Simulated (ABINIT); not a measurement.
# TiO2 (Anatase) (I4_1/amd) in ABINIT: a run that goes wrong, beside a sound one

Two runs on TiO2 (Anatase): the first has a flaw, the second is sound.

All numbers are computed with ABINIT 10.8.3 (patched build); they aren't measurements. Logs are shortened: lines on timing, memory, paths and dates and some standing lists are left out, and cuts for length are marked. The log counts tension as positive stress, the text compression.

### Step 1. The structure

The structure is tetragonal, space group I4_1/amd (No. 141). Conventional cell: a = 3.784 Å, b = 3.784 Å, c = 9.515 Å, α = 90.00°, β = 90.00°, γ = 90.00°. Ti (site symmetry -4m2) has 6 O at 1.93 to 1.98 Å as nearest neighbours. O (site symmetry 2mm) has 3 Ti at 1.93 to 1.98 Å as nearest neighbours.

### Step 2. A run with an altered input

Contents of run.abi:

```
pp_dirpath "./"
pseudos "Ti.upf, O.upf"

acell 3*1.0 Angstrom
rprim
    -1.8921000000     1.8921000000     4.7573000000
     1.8921000000    -1.8921000000     4.7573000000
     1.8921000000     1.8921000000    -4.7573000000
ntypat 2
znucl 22 8
natom 6
typat 1 1 2 2 2 2
xred
     0.7500000000     0.2500000000     0.5000000000
     0.0000000000     0.0000000000     0.0000000000
     0.7919000000     0.7919000000     0.0000000000
     0.5419000000     0.0419000000     0.5000000000
     0.9581000000     0.4581000000     0.5000000000
     0.2081000000     0.2081000000     0.0000000000

ecut 42.0

kptopt 1
ngkpt 10 10 10
nshiftk 1
shiftk 0.0 0.0 0.0

ixc 11

nband 29
occopt 3
tsmear 0.00183747

nstep 3
tolvrs 1.0e-10

iomode 3
prtwf 0
prtden 0
prteig 0
prtebands 0
```

Potentials or basis: PseudoDojo NC SR PBE v0.4.1 standard.

Started as:

```bash
$ mpirun --bind-to none -np 4 abinit run.abi > log 2>&1
```

run.abo:

```text
.Version 10.8.3 of ABINIT
 Symmetries : space group I4_1/a m d (#141); Bravais tI (body-center tetrag.)
================================================================================
 Values of the parameters that define the memory need of the present run
     intxc =       0    ionmov =       0      iscf =       7    lmnmax =       6
     lnmax =       6     mgfft =      64  mpssoang =       3    mqgrid =    3001
     natom =       6  nloc_mem =       1    nspden =       1   nspinor =       1
    nsppol =       1      nsym =      16    n1xccc =    2501    ntypat =       2
    occopt =       3   xclevel =       2
       mpw =        6038          nfft =      262144          nkpt =         102
================================================================================
[... 268 lines left out ...]
           xangst      1.1750094465E-16  1.8921000000E+00  2.3786500000E+00
                       0.0000000000E+00  0.0000000000E+00  0.0000000000E+00
                       7.8518526085E-17 -8.3253189295E-17  7.5346117400E+00
                      -2.4936590812E-17  1.8921000000E+00  3.9866174000E-01
                       1.1750094465E-16  1.8921000000E+00  4.3586382600E+00
                       2.0881547650E-17 -2.2125749461E-17  1.9799882600E+00
             xred      7.5000000000E-01  2.5000000000E-01  5.0000000000E-01
                       0.0000000000E+00  0.0000000000E+00  0.0000000000E+00
                       7.9190000000E-01  7.9190000000E-01 -1.2511662203E-18
                       5.4190000000E-01  4.1900000000E-02  5.0000000000E-01
                       9.5810000000E-01  4.5810000000E-01  5.0000000000E-01
                       2.0810000000E-01  2.0810000000E-01 -3.2878859761E-19
 Calculation completed.
```

Among its messages:

```text
was not enough SCF cycles
```

Run time: 77 s. Hardware: 4 MPI ranks of Intel Xeon 6975P-C (Granite Rapids), shared host; peak memory 0.8 GiB.

The calculation stopped without meeting its thresholds. What is wrong with the input: too few SCF steps.

### Step 3. Single point, PBE

Contents of run.abi:

```
# Pseudopotentials
pp_dirpath "./"
pseudos "Ti.GGA_PBE-JTH.xml, O.GGA_PBE-JTH.xml"

# Structure
acell 10.3145102084 10.3145102084 10.3145102084
rprim
    -0.3466525049     0.3466525049     0.8715871051
     0.3466525049    -0.3466525049     0.8715871051
     0.3466525049     0.3466525049    -0.8715871051
ntypat 2
znucl 22 8
natom 6
typat 1 1 2 2 2 2
xred
     0.7500000000     0.2500000000     0.5000000000
     0.0000000000     0.0000000000     0.0000000000
     0.7919000000     0.7919000000     0.0000000000
     0.5419000000     0.0419000000     0.5000000000
     0.9581000000     0.4581000000     0.5000000000
     0.2081000000     0.2081000000     0.0000000000

# Plane-wave basis
ecut 23.0
pawecutdg 45.0
pawxcdev 0

# k points
kptopt 1
ngkpt 10 10 10
nshiftk 1
shiftk 0.0 0.0 0.0

# Exchange and correlation
ixc 11

# Bands and occupations
nband 29
occopt 3
tsmear 0.00183747

# SCF cycle
nstep 100
tolvrs 1.0e-9

# Output
iomode 3
prtwf 0
prtden 0
prteig 0
prtebands 0
enunit 2
```

Potentials or basis: JTH PAW PBE v2.0.

Started as:

```bash
$ mpirun --bind-to none -np 4 abinit run.abi > log 2>&1
```

Run time: 2 min. Hardware: 4 MPI ranks of Intel Xeon 6975P-C (Granite Rapids), shared host; peak memory 0.88 GiB.

It converged, with:

```yaml
Free_energy: -4959.5785 eV
Pressure: 5.5 GPa
Largest_force: 0.108 eV/Å
Band_gap_on_the_k_mesh: 2.13 eV, indirect (least direct gap 2.46 eV)
```

Forces on the atoms (eV/Å):
```
Ti   0.000  0.000  0.000
Ti   0.000  0.000  0.000
O    0.000  0.000 -0.108
O    0.000  0.000 -0.108
O    0.000  0.000  0.108
O    0.000  0.000  0.108
```

Stress tensor (GPa, compression positive):
```
5.00 0.00 0.00
0.00 5.00 0.00
0.00 0.00 6.38
```

Levels at points of the mesh, in eV from the valence-band top:
```
           k point  band 20  band 21  band 22  band 23  band 24  band 25  band 26  band 27  band 28  band 29
(0.00, 0.00, 0.00)    -0.76    -0.74    -0.74    -0.46    -0.46     2.13     2.87     4.02     4.02     4.04
(0.50, 0.00, 0.00)    -1.96    -1.95    -0.94    -0.81    -0.63     3.26     3.58     3.59     3.69     4.32
(0.50, 0.50, 0.00)    -2.65    -2.05    -2.05    -0.03    -0.03     3.37     3.37     3.85     3.85     4.92
(0.50, 0.50, 0.50)    -1.33    -1.24    -1.24    -0.11    -0.11     2.49     2.49     3.80     3.80     4.28
```

Caveat: the atomic spheres overlap.
